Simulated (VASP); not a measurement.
A run of VASP 6.6.1 is set up as follows.

Contents of INCAR:

```
SYSTEM = ZrB2
ALGO = Fast
EDIFF = 1E-7
EDIFFG = -0.002
ENCUT = 520
GGA = PE
IBRION = 2
ISIF = 3
ISMEAR = 0
LASPH = .True.
LCHARG = .False.
LREAL = .False.
LWAVE = .False.
NELM = 60
NSW = 80
PREC = Accurate
SIGMA = 0.1
```

The input KPOINTS:

```
k-points
0
Gamma
  15 15 12
  0 0 0
```

The input POSCAR:

```
ZrB2                                    
1.0
    3.1713552031      0.0000000000      0.0000000000
   -1.5856776016      2.7464741703      0.0000000000
   -0.0000000000     -0.0000000000      3.5436803993
  Zr              B             
     1     2
Direct
     1.0000000000000000    0.0000000000000000    0.0000000000000000
     0.3333333300000021    0.6666666699999979    0.5000000000000000
     0.6666666699999979    0.3333333300000021    0.5000000000000000
```

Potentials or basis: VASP PAW PBE potentials, release 64 (Zr_sv, B).

The run is started by

```console
$ cat potpaw_PBE.64/Zr_sv/POTCAR potpaw_PBE.64/B/POTCAR > POTCAR
$ mpirun -np 1 vasp_std > vasp.out
```

Q: Predict the band gap on the k mesh.

A: None (metal or under the smearing width).

Final structure:
```yaml
crystal:
  lattice:
    - [3.17136, 0.00000, 0.00000]
    - [-1.58568, 2.74647, 0.00000]
    - [0.00000, 0.00000, 3.54368]
  atoms:
    - { symbol: Zr, position: [0.00000, 0.00000, 0.00000] }
    - { symbol: B, position: [0.33333, 0.66667, 0.50000] }
    - { symbol: B, position: [0.66667, 0.33333, 0.50000] }
```

Caveat: the relaxation stopped at its first step, so nothing moved.
